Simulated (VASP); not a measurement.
## I: relaxation of cell and atoms with HSE06+MBD

The system is I.

```
CELL_PARAMETERS angstrom
-2.08938 2.08938 2.08938
2.08938 -2.08938 2.08938
2.08938 2.08938 -2.08938
ATOMIC_POSITIONS crystal
I 0.00000 0.00000 0.00000
```

The real solid is made of molecules; this cell is a model form.

```yaml
Program: VASP 6.6.1
Task: relaxation of cell and atoms
Functional: HSE06
Dispersion: MBD
Potentials_or_basis: VASP PAW PBE potentials, release 64 (I)
Cutoff: 600 eV
k_mesh: 5 × 5 × 5
Occupations: gaussian, width 0.1 eV
Spin: no spin polarisation
Grid_for_exact_exchange_PRECFOCK: Normal
Screening_parameter: 0.2 1/A
Further_INCAR_settings: ALGO = Normal; EDIFF = 1e-06; IBRION = 2; EDIFFG = -0.02; NSW = 60; ISIF = 3
```

```
Relaxed volume                         : 32.13 Å³/atom
Relaxed cell                           : a = 3.469 Å, b = 3.469 Å, c = 3.469 Å, α = 109.47°, β = 109.47°, γ = 109.47°
Space group after relaxing (to 0.05 Å) : Im-3m (No. 229)
Energy gained by relaxing              : 46.5 meV/atom
Ionic steps                            : 3
Pressure after relaxing                : 0.1 GPa
Band gap on the k mesh                 : none (metal or under the smearing width)
Dispersion energy per atom             : -0.218 eV
```

Step by step:
```tsv
step	energy change (eV)	largest force (eV/Å)	pressure (GPa)	volume (Å³)
1	0.0000	0.0000	-3.14	36.48
2	-0.0454	0.0000	-0.67	32.84
3	-0.0465	0.0000	0.07	32.13
```

Final structure:
```yaml
crystal:
  lattice:
    - [-2.00277, 2.00277, 2.00277]
    - [2.00277, -2.00277, 2.00277]
    - [2.00277, 2.00277, -2.00277]
  atoms:
    - { symbol: I, position: [0.00000, 0.00000, 0.00000] }
```

Levels at points of the mesh, in eV from the Fermi level:
| k point | band 1 | band 2 | band 3 | band 4 | band 5 | band 6 | band 7 |
| --- | --- | --- | --- | --- | --- | --- | --- |
| (0.00, 0.00, 0.00) | -15.74 | 1.15 | 1.15 | 1.15 | 8.24 | 10.55 | 10.55 |

Wall time 5.5 min on 1 thread of Intel(R) Xeon(R) 6975P-C (Granite Rapids) (shared host), peak memory 0.28 GiB.

Caveat: the k mesh is coarse (spacing up to 0.43 Å⁻¹), so the values aren't converged, least of all with exact exchange; the PAW data sets were made with another functional, which shifts forces and pressure a little; an odd number of electrons without spin polarisation forces a metal; a magnetic or distorted state may lie lower. The run has no spin-orbit coupling, so splittings on I are missing.
